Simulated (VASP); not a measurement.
# Li (a cell with a defect) in VASP: notebook

Runs on Li (a cell with a defect). Level: PBE. Tasks: single point.

All numbers are computed with VASP 6.6.1; they aren't measurements. Logs are shortened: lines on timing, memory, paths and dates and some standing lists are left out, and cuts for length are marked.

## Step 1: Starting point

The cell holds a defect, 17 atoms: a = 6.980 Å, b = 6.980 Å, c = 6.980 Å, α = 90.00°, β = 90.00°, γ = 90.00°.

The cell was built by a generator and needn't be a form met in nature.

## Step 2: Single point, PBE

Contents of INCAR:

```
PREC     = Accurate       # precision mode
ENCUT    = 520            # plane-wave cutoff, eV
EDIFF    = 1E-6           # SCF threshold, eV
ISMEAR   = -1             # smearing method
SIGMA    = 0.15           # smearing width, eV
LREAL    = Auto         
LASPH    = T              # aspherical terms in the spheres
NELM     = 100            # most SCF steps
ALGO     = Fast           # electronic algorithm
ISIF     = 2              # what is computed and relaxed
LWAVE    = F              # write WAVECAR
LCHARG   = T              # write CHGCAR
GGA      = PE             # functional
LELF     = T              # ELF
LVHAR    = T            
NBANDS   = 40             # bands
```

Contents of KPOINTS:

```
Automatic mesh
0
Gamma
  2 2 2
```

Contents of POSCAR:

```
Li
1.0
    6.9800000000      0.0000000000      0.0000000000
    0.0000000000      6.9800000000      0.0000000000
    0.0000000000      0.0000000000      6.9800000000
Li
17
Direct
   -0.0459273086     -0.0175851829      0.0370472923
    0.4997797228     -0.0106519606      0.0071768364
    0.0160763405      0.4706719690     -0.0070421067
   -0.0720555000     -0.0208218486      0.4503922163
    0.2442452179      0.2330263663      0.2570659144
    0.4988575982      0.5227532881      0.0338115309
    0.5015317581     -0.0109473169      0.4960550684
    0.7332930199      0.2631476721      0.2454524528
    0.0114825606      0.4726034933      0.5099316883
    0.2288465537      0.7530171433      0.2582069371
    0.3604643246      0.3256671013      0.7559925299
    0.5067669125      0.5208419600      0.4733404814
    0.7619116800      0.7093105961      0.2432057406
    0.7472437332      0.2533649294      0.7529081576
    0.2560072617      0.7267704628      0.7531827650
    0.7516455835      0.7324817877      0.7529876634
    0.1253530413      0.0817742397      0.7290044317
```

Potentials or basis: VASP PAW PBE potentials, release 64 (Li_sv).

On the command line:

```
$ cat potpaw_PBE.64/Li_sv/POTCAR > POTCAR
$ mpirun -np 1 vasp_std > vasp.out
```

OUTCAR:

```text
PREC = Accurate
   ENCUT = 520
   EDIFF = 1E-6
   ISMEAR = -1
   LREAL = Auto
   LASPH = T
   NELM = 100
   ISIF = 2
   GGA = PE

 ion  position               nearest neighbor table
   1  0.954  0.982  0.037-  17 2.56
   2  0.500  0.989  0.007-
   3  0.016  0.471  0.993-
   4  0.928  0.979  0.450-  17 2.49
   5  0.244  0.233  0.257-
   6  0.499  0.523  0.034-  11 2.57
   7  0.502  0.989  0.496-
   8  0.733  0.263  0.245-
   9  0.011  0.473  0.510-
  10  0.229  0.753  0.258-
  11  0.360  0.326  0.756-  17 2.37   6 2.57
  12  0.507  0.521  0.473-
  13  0.762  0.709  0.243-
  14  0.747  0.253  0.753-
  15  0.256  0.727  0.753-
  16  0.752  0.732  0.753-
  17  0.125  0.082  0.729-  11 2.37   4 2.49   1 2.56

  LATTYP: Found a simple cubic cell.
 ALAT       =     6.9800000000

  Lattice vectors:

 A1 = (   6.9800000000,   0.0000000000,   0.0000000000)
 A2 = (   0.0000000000,   6.9800000000,   0.0000000000)
 A3 = (   0.0000000000,   0.0000000000,   6.9800000000)

Analysis of symmetry for initial positions (statically):
=====================================================================
 Subroutine PRICEL returns:
 Original cell was already a primitive cell.

 Routine SETGRP: Setting up the symmetry group for a
 simple cubic supercell.

 Subroutine GETGRP returns: Found  1 space group operations
 (whereof  1 operations were pure point group operations)
 out of a pool of 48 trial point group operations.

The static configuration has the point symmetry C_1 .

Analysis of symmetry for dynamics (positions and initial velocities):
=====================================================================
 Subroutine PRICEL returns:
 Original cell was already a primitive cell.

 Routine SETGRP: Setting up the symmetry group for a
 simple cubic supercell.

 Subroutine GETGRP returns: Found  1 space group operations
 (whereof  1 operations were pure point group operations)
 out of a pool of 48 trial point group operations.

The dynamic configuration has the point symmetry C_1 .

 Subroutine INISYM returns: Found  1 space group operations
 (whereof  1 operations are pure point group operations),
 and found     1 'primitive' translations

----------------------------------------------------------------------------------------

                                     Primitive cell

  volume of cell :     340.0684

  direct lattice vectors                    reciprocal lattice vectors
     6.980000000  0.000000000  0.000000000     0.143266476  0.000000000  0.000000000
     0.000000000  6.980000000  0.000000000     0.000000000  0.143266476  0.000000000
     0.000000000  0.000000000  6.980000000     0.000000000  0.000000000  0.143266476

  length of vectors
     6.980000000  6.980000000  6.980000000     0.143266476  0.143266476  0.143266476

  position of ions in fractional coordinates (direct lattice)
     0.954072691  0.982414817  0.037047292
     0.499779723  0.989348039  0.007176836
     0.016076340  0.470671969  0.992957893
     0.927944500  0.979178151  0.450392216
     0.244245218  0.233026366  0.257065914
     0.498857598  0.522753288  0.033811531
[... 9 lines left out ...]
     0.751645584  0.732481788  0.752987663
     0.125353041  0.081774240  0.729004432

  ion indices of the primitive-cell ions
   primitive index   ion index
                 1           1
                 2           2
                 3           3
                 4           4
                 5           5
                 6           6
[... 9 lines left out ...]
                16          16
                17          17

----------------------------------------------------------------------------------------

 KPOINTS: Automatic mesh

Automatic generation of k-mesh.
 Grid dimensions read from file:
 generate k-points for:    2    2    2

 Generating k-lattice:

  Cartesian coordinates                     Fractional coordinates (reciprocal lattice)
     0.071633238  0.000000000  0.000000000     0.500000000  0.000000000  0.000000000
     0.000000000  0.071633238  0.000000000     0.000000000  0.500000000  0.000000000
     0.000000000  0.000000000  0.071633238     0.000000000  0.000000000  0.500000000

  Length of vectors
     0.071633238  0.071633238  0.071633238

  Shift w.r.t. Gamma in fractional coordinates (k-lattice)
     0.000000000  0.000000000  0.000000000

 Subroutine IBZKPT returns following result:
 ===========================================

 Found      8 irreducible k-points:

 Following reciprocal coordinates:
            Coordinates               Weight
  0.000000  0.000000  0.000000      1.000000
  0.500000  0.000000  0.000000      1.000000
  0.000000  0.500000  0.000000      1.000000
  0.000000  0.000000  0.500000      1.000000
  0.500000  0.500000  0.000000      1.000000
  0.000000  0.500000  0.500000      1.000000
  0.500000  0.000000  0.500000      1.000000
  0.500000  0.500000  0.500000      1.000000
   k-points           NKPTS =      8   k-points in BZ     NKDIM =      8   number of bands    NBANDS=     40
   number of dos      NEDOS =    301   number of ions     NIONS =     17
   total plane-waves  NPLWV = 157464
   dimension x,y,z NGX =    54 NGY =   54 NGZ =   54
   dimension x,y,z NGXF=   108 NGYF=  108 NGZF=  108
   ions per type =              17
   NGX,Y,Z   is equivalent  to a cutoff of  12.86, 12.86, 12.86 a.u.
   NGXF,Y,Z  is equivalent  to a cutoff of  25.72, 25.72, 25.72 a.u.
 SYSTEM =  unknown system
   PREC   = accura    normal or accurate (medium, high low for compatibility)
   ISTART =      0    job   : 0-new  1-cont  2-samecut
   ICHARG =      2    charge: 1-file 2-atom 10-const
   ISPIN  =      1    spin polarized calculation?
   LNONCOLLINEAR =      F non collinear calculations
   LSORBIT =      F    spin-orbit coupling
   LASPH  =      T    aspherical Exc in radial PAW
   ENCUT  =  520.0 eV  38.22 Ry    6.18 a.u.  12.98 12.98 12.98*2*pi/ulx,y,z
   NELM   =    100;   NELMIN=  2; NELMDL= -5     # of ELM steps
   EDIFF  = 0.1E-05   stopping-criterion for ELM
   LREAL  =      T    real-space projection
   EDIFFG = 0.1E-04   stopping-criterion for IOM
   NSW    =      0    number of steps for IOM
   IBRION =     -1    ionic relax: 0-MD 1-quasi-New 2-CG
   NFREE  =      0    steps in history (QN), initial steepest desc. (CG)
   ISIF   =      2    stress and relaxation
   ISYM   =      2    0-nonsym 1-usesym 2-fastsym
   POTIM  = 0.5000    time-step for ionic-motion
   TEBEG  =    0.0;   TEEND  =   0.0 temperature during run
   PSTRESS=    0.0 pullay stress
   NELECT =      51.0000    total number of electrons
   NUPDOWN=      -1.0000    fix difference up-down
   EMIN   =  10.00;   EMAX   =-10.00  energy-range for DOS
   EFERMI =   0.00;   METHOD = LEGACY
   ISMEAR =    -1;   SIGMA  =   0.15  broadening in eV -4-tet -1-fermi 0-gaus
   EFERMI_NEDOS =   21; number of points for ismear=-14 and -15
   IALGO  =     68    algorithm
   IMIX   =      4    mixing-type and parameters
     AMIX     =   0.40;   BMIX     =  1.00
     AMIX_MAG =   1.60;   BMIX_MAG =  1.00
  volume/ion in A,a.u.               =      20.00       134.99
  Fermi-wavevector in a.u.,A,eV,Ry     =   0.869780  1.643646 10.293044  0.756517
  Thomas-Fermi vector in A             =   1.988651
   LORBIT       =      0    0 simple, 1 ext, 2 COOP (PROOUT), +10 PAW based schemes
   GGA     = PE    functional components
   LHFCALC =     F    Hartree Fock is set to
   AEXX    =    0.0000 exact exchange contribution
   IVDW    =     0    specifies the selected vdW correction
   LEPSILON=     F    determine dielectric tensor
   LRPA    =     F    only Hartree local field effects (RPA)
 non-spin polarized calculation
 RMM-DIIS sequential band-by-band and
  energy-cutoff  :      520.00
  volume of cell :      340.07
 maximum number of plane-waves:      9124
 NGX is ok and might be reduce to    54
   NGX = 25   NGY = 25   NGZ = 25

 number of electron      51.0000000 magnetization

 Free energy of the ion-electron system (eV)
  ---------------------------------------------------
  ext. energy  EPLUGINS =         0.00000000
  ---------------------------------------------------
  free energy    TOTEN  =       -31.76911024 eV

  energy without entropy =      -31.04414458  energy(sigma->0) =      -31.40662741

 E-fermi :   0.4680     XC(G=0):  -7.0703

 val. band max:        0.4545088908   @ k =   0.5000   0.5000   0.0000
 cond. band min:       0.5040683958   @ k =   0.5000   0.5000   0.0000
 fundamental gap:      0.0495595051
 Fermi energy:         0.4680196164

 k-point     1 :       0.0000    0.0000    0.0000
  band No.  band energies     occupation
      1     -46.1242      2.00000
      2     -45.9967      2.00000
      3     -45.9719      2.00000
      4     -45.9302      2.00000
      5     -45.9081      2.00000
      6     -45.8957      2.00000
[... 29 lines left out ...]
     36       3.6343      0.00000
     37       3.8152      0.00000

 k-point     2 :       0.5000    0.0000    0.0000
  band No.  band energies     occupation
      1     -46.1241      2.00000
      2     -45.9968      2.00000
      3     -45.9719      2.00000
      4     -45.9301      2.00000
      5     -45.9082      2.00000
      6     -45.8958      2.00000
[... 29 lines left out ...]
     36       3.7254      0.00000
     37       3.7665      0.00000

 k-point     3 :       0.0000    0.5000    0.0000
  band No.  band energies     occupation
      1     -46.1241      2.00000
      2     -45.9968      2.00000
      3     -45.9719      2.00000
      4     -45.9302      2.00000
      5     -45.9081      2.00000
      6     -45.8955      2.00000
[... 29 lines left out ...]
     36       3.7169      0.00000
     37       3.7965      0.00000
[... 121 lines left out ...]
 k-point     7 :       0.5000    0.0000    0.5000
  band No.  band energies     occupation
      1     -46.1241      2.00000
      2     -45.9967      2.00000
      3     -45.9719      2.00000
      4     -45.9301      2.00000
      5     -45.9081      2.00000
      6     -45.8957      2.00000
[... 29 lines left out ...]
     36       4.1288      0.00000
     37       4.5046      0.00000

 k-point     8 :       0.5000    0.5000    0.5000
  band No.  band energies     occupation
      1     -46.1241      2.00000
      2     -45.9968      2.00000
      3     -45.9719      2.00000
      4     -45.9301      2.00000
      5     -45.9081      2.00000
      6     -45.8957      2.00000
[... 29 lines left out ...]
     36       3.1723      0.00000
     37       3.2031      0.00000
 [bands above 37 left out]

------------------------ aborting loop because EDIFF is reached ----------------------------------------

  FORCE on cell =-STRESS in cart. coord.  units (eV):
  Direction    XX          YY          ZZ          XY          YZ          ZX
  --------------------------------------------------------------------------------------
  -------------------------------------------------------------------------------------
  Total        1.1563644      1.1776866      0.8392807      0.9715757      0.0828325      0.2482931
  in kB        5.4480241      5.5484801      3.9541357      4.5774220      0.3902520      1.1697927
  external PRESSURE =       4.9835466 kB  Pullay stress =       0.0000000 kB

 VOLUME and BASIS-vectors are now :
 -----------------------------------------------------------------------------
  energy-cutoff  :      520.00
  volume of cell :      340.07
      direct lattice vectors                 reciprocal lattice vectors
     6.980000000  0.000000000  0.000000000     0.143266476  0.000000000  0.000000000
     0.000000000  6.980000000  0.000000000     0.000000000  0.143266476  0.000000000
     0.000000000  0.000000000  6.980000000     0.000000000  0.000000000  0.143266476

 POSITION                                       TOTAL-FORCE (eV/Angst)
 -----------------------------------------------------------------------------------
      6.65943      6.85726      0.25859         0.030445      0.011273     -0.031552
      3.48846      6.90565      0.05009        -0.008667     -0.007541     -0.024334
      0.11221      3.28529      6.93085         0.016421     -0.004636     -0.003875
      6.47705      6.83466      3.14374         0.019972     -0.011272      0.046602
      1.70483      1.62652      1.79432         0.002027     -0.005220      0.001335
      3.48203      3.64882      0.23600        -0.006011      0.026367      0.017432
[... 9 lines left out ...]
      5.24649      5.11272      5.25585         0.012149     -0.006753      0.008352
      0.87496      0.57078      5.08845         0.004133      0.023464     -0.038247
 -----------------------------------------------------------------------------------
    total drift:                                0.005954     -0.000202      0.016760

  FREE ENERGIE OF THE ION-ELECTRON SYSTEM (eV)
  ---------------------------------------------------
  free  energy   TOTEN  =       -31.7691102442 eV

  energy  without entropy=      -31.0441445807  energy(sigma->0) =      -31.40662741
```

It took 3.3 min on 1 thread of AMD EPYC 7R13 (Zen 3), shared host; peak memory 0.38 GiB.

What came out:

| Property | Result |
| --- | --- |
| Free energy | -31.7691 eV |
| Largest force | 0.052 eV/Å |
| Band gap on the k mesh | none (metal or under the smearing width) |

Forces in eV/Å, atoms in the order of the input:
```
Li   0.030  0.011 -0.032
Li  -0.009 -0.008 -0.024
Li   0.016 -0.005 -0.004
Li   0.020 -0.011  0.047
Li   0.002 -0.005  0.001
Li  -0.006  0.026  0.017
Li  -0.006 -0.009  0.026
Li  -0.013 -0.008 -0.004
Li   0.000  0.014 -0.006
Li  -0.011  0.002  0.014
Li   0.004  0.003  0.023
Li   0.005  0.010 -0.009
Li  -0.003 -0.022 -0.019
Li  -0.003 -0.011  0.007
Li  -0.042 -0.004 -0.008
Li   0.012 -0.007  0.008
Li   0.004  0.023 -0.038
```

Levels at points of the mesh, in eV from the Fermi level:
| k point | band 21 | band 22 | band 23 | band 24 | band 25 | band 26 | band 27 | band 28 | band 29 | band 30 |
| --- | --- | --- | --- | --- | --- | --- | --- | --- | --- | --- |
| (0.00, 0.00, 0.00) | -1.09 | -1.07 | -0.99 | -0.98 | 0.19 | 0.25 | 0.39 | 0.47 | 0.49 | 0.52 |
| (0.50, 0.00, 0.00) | -0.61 | -0.58 | -0.56 | -0.51 | -0.51 | -0.49 | -0.44 | 0.87 | 1.07 | 1.14 |
| (0.00, 0.50, 0.00) | -0.61 | -0.60 | -0.55 | -0.52 | -0.50 | -0.47 | -0.45 | 0.91 | 1.07 | 1.11 |
| (0.00, 0.00, 0.50) | -0.60 | -0.59 | -0.57 | -0.53 | -0.51 | -0.49 | -0.44 | 0.96 | 0.99 | 1.08 |
| (0.50, 0.50, 0.00) | -2.21 | -0.19 | -0.12 | -0.06 | -0.01 | 0.04 | 0.10 | 0.24 | 0.25 | 1.53 |
| (0.00, 0.50, 0.50) | -2.22 | -0.14 | -0.11 | -0.06 | -0.05 | 0.07 | 0.13 | 0.14 | 0.24 | 1.64 |
| (0.50, 0.00, 0.50) | -2.22 | -0.14 | -0.11 | -0.10 | -0.04 | 0.10 | 0.12 | 0.16 | 0.23 | 1.62 |
| (0.50, 0.50, 0.50) | -1.68 | -1.65 | -1.64 | -1.63 | -1.62 | 1.88 | 2.06 | 2.09 | 2.16 | 2.31 |

Caveat: the k mesh is coarse (spacing up to 0.45 Å⁻¹), so the values aren't converged; the cutoff is under 1.25 times the usual one of these potentials, so pressure, stress and relaxed cells hold a basis-set (Pulay) error.

## Step 3: Single point, PBE

Contents of INCAR:

```
SYSTEM = Li
PREC = Accurate ; ENCUT = 520
EDIFF = 1E-6 ; ISMEAR = -1
SIGMA = 0.15 ; LREAL = Auto
LASPH = .True. ; NELM = 100
ALGO = Fast ; ISIF = 2
LWAVE = .False. ; LCHARG = .False.
GGA = PE ; NBANDS = 40
```

Contents of KPOINTS:

```
Automatic mesh
0
Gamma
  2 2 2
  0 0 0
```

Contents of POSCAR:

```
Li
1.0
    6.9800000000      0.0000000000      0.0000000000
    0.0000000000      6.9800000000      0.0000000000
    0.0000000000      0.0000000000      6.9800000000
Li
17
Direct
    0.1069054441     -0.1460315186      0.1052435530
    0.5198997135     -0.0714469914     -0.0692550143
   -0.0859885387      0.4401862464      0.0086676218
    0.0213896848      0.1491404011      0.3728080229
    0.3185673352      0.2392693410      0.1269914040
    0.4985673352      0.5838825215     -0.0339684814
    0.4376647564      0.0133524355      0.5703151862
    0.6545128940      0.1350429799      0.2771919771
    0.0162464183      0.5102292264      0.4554584527
    0.3360744986      0.7095415473      0.3764469914
    0.2969770774      0.3304441261      0.7687822350
    0.5513610315      0.5559169054      0.6179083095
    0.7503438395      0.7616332378      0.1988538682
    0.7417191977      0.2897421203      0.7265759312
    0.1369340974      0.6794699140      0.7274355301
    0.7869340974      0.7814756447      0.7476361032
    0.0374068768      0.0435959885      0.7716475645
```

Potentials or basis: VASP PAW PBE potentials, release 64 (Li_sv).

On the command line:

```
$ cat potpaw_PBE.64/Li_sv/POTCAR > POTCAR
$ mpirun -np 1 vasp_std > vasp.out
```

It took 7 min on 1 thread of AMD EPYC 7R13 (Zen 3), shared host; peak memory 0.38 GiB.

It converged, with:

| Property | Result |
| --- | --- |
| Free energy | -29.6697 eV |
| Largest force | 0.853 eV/Å |
| Band gap on the k mesh | none (metal or under the smearing width) |

Forces in eV/Å, atoms in the order of the input:
```
Li   0.215 -0.030 -0.116
Li  -0.444  0.720  0.110
Li   0.263  0.004  0.185
Li   0.190 -0.407  0.284
Li  -0.146  0.155  0.222
Li  -0.259 -0.369  0.615
Li  -0.148  0.008 -0.024
Li   0.098  0.337 -0.096
Li  -0.431 -0.129 -0.318
Li   0.059  0.049 -0.511
Li  -0.295 -0.204 -0.372
Li   0.042 -0.017 -0.804
Li   0.058 -0.119  0.541
Li  -0.006 -0.490 -0.019
Li   0.582  0.088  0.517
Li   0.091  0.037 -0.304
Li   0.132  0.364  0.091
```

Levels at points of the mesh, in eV from the Fermi level:
| k point | band 23 | band 24 | band 25 | band 26 | band 27 | band 28 |
| --- | --- | --- | --- | --- | --- | --- |
| (0.00, 0.00, 0.00) | -1.02 | -0.91 | 0.25 | 0.31 | 0.58 | 0.62 |
| (0.50, 0.00, 0.00) | -0.66 | -0.51 | -0.48 | -0.42 | -0.26 | 1.08 |
| (0.00, 0.50, 0.00) | -0.60 | -0.52 | -0.48 | -0.44 | -0.35 | 1.02 |
| (0.00, 0.00, 0.50) | -0.63 | -0.53 | -0.43 | -0.34 | -0.17 | 0.63 |
| (0.50, 0.50, 0.00) | -0.37 | -0.16 | -0.09 | 0.19 | 0.23 | 0.44 |
| (0.00, 0.50, 0.50) | -0.38 | -0.20 | -0.08 | 0.07 | 0.30 | 0.39 |
| (0.50, 0.00, 0.50) | -0.25 | -0.22 | -0.14 | 0.05 | 0.25 | 0.29 |
| (0.50, 0.50, 0.50) | -1.60 | -1.52 | -1.42 | 1.35 | 1.64 | 2.01 |

Caveat: the k mesh is coarse (spacing up to 0.45 Å⁻¹), so the values aren't converged; the cutoff is under 1.25 times the usual one of these potentials, so pressure, stress and relaxed cells hold a basis-set (Pulay) error.

(Continued in part 2 of 2.)
